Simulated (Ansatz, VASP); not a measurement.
BaH4 in VASP and in Ansatz

Contents of INCAR:

```
PREC = Accurate ; ENCUT = 600
EDIFF = 1E-6 ; ISMEAR = -1
SIGMA = 0.05 ; LREAL = False
LASPH = True ; NELM = 80
ALGO = Normal ; ISIF = 3
LWAVE = False ; LCHARG = False
GGA = PE ; IVDW = 12
IBRION = 2 ; NSW = 60
EDIFFG = -0.01
```

The input KPOINTS:

```
Automatic mesh
0
Gamma
  5 5 5
```

File POSCAR:

```
BaH4
1.0
    2.2908200000      1.3226000000      3.5362500000
   -2.2908200000      1.3226000000      3.5362500000
    0.0000000000     -2.6452100000      3.5362500000
Ba H
1 4
Direct
    0.0000000000      0.0000000000      0.0000000000
    0.7408700000      0.7408700000      0.7408700000
    0.2591300000      0.2591300000      0.2591300000
    0.4636900000      0.4636900000      0.4636900000
    0.5363100000      0.5363100000      0.5363100000
```

File input.yaml:

```yaml
crystal:
  lattice:
    - [2.29082, 1.3226, 3.53625]
    - [-2.29082, 1.3226, 3.53625]
    - [0.0, -2.64521, 3.53625]
  atoms:
    - { symbol: Ba, position: [0.0, 0.0, 0.0] }
    - { symbol: H, position: [0.74087, 0.74087, 0.74087] }
    - { symbol: H, position: [0.25913, 0.25913, 0.25913] }
    - { symbol: H, position: [0.46369, 0.46369, 0.46369] }
    - { symbol: H, position: [0.53631, 0.53631, 0.53631] }
hamiltonian:
  xc: pbe
  pseudopotentials: { kind: paw }
  dispersion: d3bj
kpoints:
  mp_grid: { grid: [5, 5, 5] }
scf:
  occupations: { method: fermi_dirac, width: 0.05 }
output:
  forces: true
  stress: true
  eigenvalues: true
relax:
  f_tol: 0.01
  max_steps: 40
  cell: { stress_tol: 0.05 }
```

The cell was built by a generator and needn't be a form met in nature.

Alike in both runs: task relaxation of cell and atoms; functional PBE; dispersion D3(BJ); k mesh 5 × 5 × 5; occupations fermi-dirac, width 0.05 eV; no spin polarisation.

```csv
,VASP,Ansatz
version,VASP 6.6.1,Ansatz 0.2.0
potentials or method,"VASP PAW PBE potentials, release 64 (Ba_sv, H)",Ansatz PAW
plane-wave cutoff (eV),600,420
valence electrons in the cell,14,14
```

|  | VASP | Ansatz | Ansatz less VASP |
| --- | --- | --- | --- |
| gap on the k mesh at the Fermi level, each at its own relaxed structure (eV) | 2.58 | 2.76 | +0.179 |
| relaxed volume (Å³/atom) | 12.55 | 12.33 | -0.226 |
| relaxed cell length with the largest relative difference (Å) | 4.381 | 4.349 | -0.0321 |
| energy change over the relaxation (meV/atom) | -1 | -2 | -1.4 |

Caveats: spin-orbit coupling is left out, which moves the levels of the heavy elements; an odd mesh through Γ misses points on the zone boundary, where band edges often lie (VASP); odd divisions of the mesh miss points on the zone boundary, where band edges often lie, so the gap on the mesh can be too wide (Ansatz); the plane-wave basis is chosen anew once the cell has moved, so the energies of steps on either side of that aren't comparable (Ansatz). A hybrid or GW would open this gap; PBE tends to underestimate it.
